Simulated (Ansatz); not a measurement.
Relaxed LaAlO3 (cubic perovskite):

```
LaAlO3
1.0
    7.62482     0.00000     0.00000
    3.81241     3.81241     0.00000
    0.00000     0.00000     3.81241
La Al O
2 2 6
Direct
  0.00000   0.00000   0.00000
  0.50000   0.00000   0.00000
  0.00000   0.50000   0.50000
  0.50000   0.50000   0.50000
  0.75000   0.50000   0.50000
  0.25000   0.50000   0.50000
  0.00000   0.50000   0.00000
  0.50000   0.50000   0.00000
  0.25000   0.00000   0.50000
  0.75000   0.00000   0.50000
```

The atoms are displaced by Q × the pattern below (from a DFPT mode at M = (0.5, 0.5, 0.0), largest move 1; Q in Å), at fixed cell. (q is in reciprocal vectors of the primitive cell; the cell shown is doubled to hold the pattern.)

```tsv
atom	x	y	z
O5	0.000	1.000	0.000
O6	0.000	-1.000	0.000
O9	-1.000	0.000	0.000
O10	1.000	0.000	0.000
```

Atoms not listed stay in place.

The numbers are results of PBE (plane waves to 420 eV, PAW, scalar-relativistic; Ansatz, a quantum-chemistry and plane-wave program), not measurements. k mesh 9×9×9 (Γ-centred), Fermi-Dirac smearing 0.05 eV. The energy includes the smearing's −TS. LaAlO3 is run without spin polarisation. LaAlO3 was relaxed with its symmetry unable to fall. This is a high-temperature form of LaAlO3. The zero of ΔE is the undisplaced structure.

Question: Estimate the ΔE (eV/cell) for Q (Å) = -0.176, -0.147, -0.117, -0.088, -0.059, 0.029, 0.059, 0.176.

Answer: 
```csv
Q (Å),ΔE (eV/cell)
-0.176,0.0093
-0.147,0.0032
-0.117,0.0003
-0.088,-0.0006
-0.059,-0.0005
0.029,-0.0002
0.059,-0.0005
0.176,0.0093
```

(A displaced cell: forces are minus the slopes of the energy, force constants its curvatures, and phonons follow from these.)
